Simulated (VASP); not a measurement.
Here is a VASP 6.6.1 calculation.

INCAR

```
SYSTEM = Zn
PREC = Accurate
ENCUT = 520
EDIFF = 1E-6
ISMEAR = -5
SIGMA = 0.05
LREAL = .FALSE.
LASPH = .FALSE.
NELM = 100
ALGO = Normal
ISIF = 2
LWAVE = .FALSE.
LCHARG = .FALSE.
METAGGA = RSCAN
LMIXTAU = .TRUE.
IMIX = 1
AMIX = 0.1
```

Zn.cif

```cif
data_Zn
_cell_length_a 2.67000000
_cell_length_b 2.67000000
_cell_length_c 4.96600000
_cell_angle_alpha 90.00000000
_cell_angle_beta 90.00000000
_cell_angle_gamma 120.00000000
_space_group_name_H-M_alt 'P6_3/mmc'
_space_group_name_Hall '-P 6c 2c'
_space_group_IT_number 194
loop_
_space_group_symop_operation_xyz
'x,y,z'
'-x,-y,-z'
'x-y,x,z+1/2'
'-x+y,-x,-z+1/2'
'-y,x-y,z'
'y,-x+y,-z'
'-x,-y,z+1/2'
'x,y,-z+1/2'
'-x+y,-x,z'
'x-y,x,-z'
'y,-x+y,z+1/2'
'-y,x-y,-z+1/2'
'-y,-x,-z+1/2'
'y,x,z+1/2'
'-x,-x+y,-z'
'x,x-y,z'
'-x+y,y,-z+1/2'
'x-y,-y,z+1/2'
'y,x,-z'
'-y,-x,z'
'x,x-y,-z+1/2'
'-x,-x+y,z+1/2'
'x-y,-y,-z'
'-x+y,y,z'
loop_
_atom_site_label
_atom_site_type_symbol
_atom_site_symmetry_multiplicity
_atom_site_Wyckoff_symbol
_atom_site_fract_x
_atom_site_fract_y
_atom_site_fract_z
_atom_site_occupancy
Zn1 Zn 2 c 0.6666666667 0.3333333333 0.7500000000 1
```

The input KPOINTS:

```
Automatic mesh
0
G
  9 9 5
  0 0 0
```

Contents of POSCAR:

```
Zn
 1.0000000000000000
     2.6699999999999999    0.0000000000000000    0.0000000000000000
    -1.3349999999999993    2.3122878281044512    0.0000000000000000
     0.0000000000000000    0.0000000000000000    4.9660000000000002
 Zn 
   2
Cartesian
  1.3350000001335003  0.7707626092910741  3.7244999999999999
 -0.0000000001334995  1.5415252188133772  1.2415000000000000
```

Potentials or basis: VASP PAW PBE potentials, release 64 (Zn).

Run with:

```console
$ ase convert -i cif -o vasp Zn.cif POSCAR
$ cat potpaw_PBE.64/Zn/POTCAR > POTCAR
$ mpirun -np 1 vasp_std > vasp.out
```

(1) Estimate the pressure.

(2) Predict the band gap on the k mesh.

Results:

(1) -4.2 GPa.

(2) none (metal or under the smearing width).

Caveat: the PAW data sets were made with another functional, which shifts forces and pressure a little; tetrahedron occupations give inexact forces and stress in metals.
